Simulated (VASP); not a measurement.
Input of a VASP 6.6.1 run:

INCAR

```
SYSTEM = NiO
PREC = Accurate
ENCUT = 520
EDIFF = 1E-7
ISMEAR = 0
SIGMA = 0.05
LREAL = .FALSE.
LASPH = .TRUE.
NELM = 150
ALGO = Normal
ISIF = 2
LWAVE = .FALSE.
LCHARG = .TRUE.
ISPIN = 2
MAGMOM = 1 0
LORBIT = 11
LMAXMIX = 4
GGA = PE
LELF = .TRUE.
LVHAR = .TRUE.
NBANDS = 19
```

KPOINTS

```
regular mesh
0
G
  7 7 7
  0 0 0
```

Contents of POSCAR:

```
NiO
1.0
    0.0000000000      2.2835484600      2.2835484600
    2.2835484600      0.0000000000      2.2835484600
    2.2835484600      2.2835484600      0.0000000000
Ni O
1 1
Direct
    0.0000000000      0.0000000000      0.0000000000
    0.2500000000      0.2500000000      0.2500000000
```

Potentials or basis: VASP PAW PBE potentials, release 64 (Ni, O).

Command:

```bash
$ cat potpaw_PBE.64/Ni/POTCAR potpaw_PBE.64/O/POTCAR > POTCAR
$ mpirun -np 1 vasp_std > vasp.out
```

Task: Predict the band gap on the k mesh.

Result: None (metal or under the smearing width).

Task: Estimate the site moments.

Result: Ni +1.55; O +0.38 μB.

Task: What does it give for the pressure?

Result: -7.1 GPa.

Task: Estimate the net moment.

Result: 1.98 μB per cell.

Caveat: a cell with one magnetic atom can't hold antiferromagnetic order, which such compounds often take; semilocal functionals often make such compounds metallic where correlation or magnetic order opens a gap, which also shifts bond lengths. With open d or f shells a metallic result of PBE can be an artefact of self-interaction; +U or a hybrid may open a gap.
